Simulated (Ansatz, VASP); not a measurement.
**Two plane-wave programs on PtSe**

Contents of INCAR:

```
PREC     = Accurate       # precision mode
ENCUT    = 520            # plane-wave cutoff, eV
EDIFF    = 1E-6           # SCF threshold, eV
ISMEAR   = -1             # smearing method
SIGMA    = 0.05           # smearing width, eV
LREAL    = F              # projectors in reciprocal space
LASPH    = T              # aspherical terms in the spheres
NELM     = 100            # most SCF steps
ALGO     = Normal         # electronic algorithm
ISIF     = 2              # what is computed and relaxed
LWAVE    = F              # write WAVECAR
LCHARG   = F              # write CHGCAR
GGA      = PE             # functional
NBANDS   = 15             # bands
```

The input KPOINTS:

```
regular mesh
0
Gamma
  7 7 6
```

Contents of POSCAR:

```
PtSe
1.0
    3.7018703300      0.0000000000      0.0000000000
   -1.8509351600      3.2059137500      0.0000000000
    0.0000000000      0.0000000000      3.6128420300
Pt Se
1 1
Direct
    0.0000000000      0.0000000000      0.0000000000
    0.6666666667      0.3333333333      0.5000000000
```

input.yaml

```yaml
crystal:
  lattice:
    - [3.70187033, 0.0, 0.0]
    - [-1.85093516, 3.20591375, 0.0]
    - [0.0, 0.0, 3.61284203]
  atoms:
    - { symbol: Pt, position: [0.0, 0.0, 0.0] }
    - { symbol: Se, position: [0.6666666667, 0.3333333333, 0.5] }
hamiltonian:
  xc: pbe
  pseudopotentials: { kind: paw }
kpoints:
  mp_grid: { grid: [7, 7, 6] }
scf:
  occupations: { method: fermi_dirac, width: 0.05 }
output:
  forces: true
  stress: true
  eigenvalues: true
```

The cell comes from a database or a generator and needn't be the stable form of this composition.

Alike in both runs: task single point; functional PBE; k mesh 7 × 7 × 6; occupations fermi-dirac, width 0.05 eV; no spin polarisation.

|  | VASP | Ansatz |
| --- | --- | --- |
| version | VASP 6.6.1 | Ansatz 0.2.0 |
| potentials or method | VASP PAW PBE potentials, release 64 (Pt, Se) | Ansatz PAW |
| plane-wave cutoff (eV) | 520 | 420 |
| valence electrons in the cell | 16 | 34 |

```tsv
	VASP	Ansatz	Ansatz less VASP
gap on the k mesh at the Fermi level (eV)	none	none	-
pressure (GPa)	-11.5	-11.4	+0.10
largest component of the traceless stress (GPa)	3.51	3.49	-0.021
```

A gap of «none» marks a metal or a gap that the smearing closes. With one functional, cell and mesh, what is left measures potentials, basis and numerics. The two sets of potentials don't hold the same shells in valence.

The runs have no spin-orbit coupling, so splittings on Pt are missing.
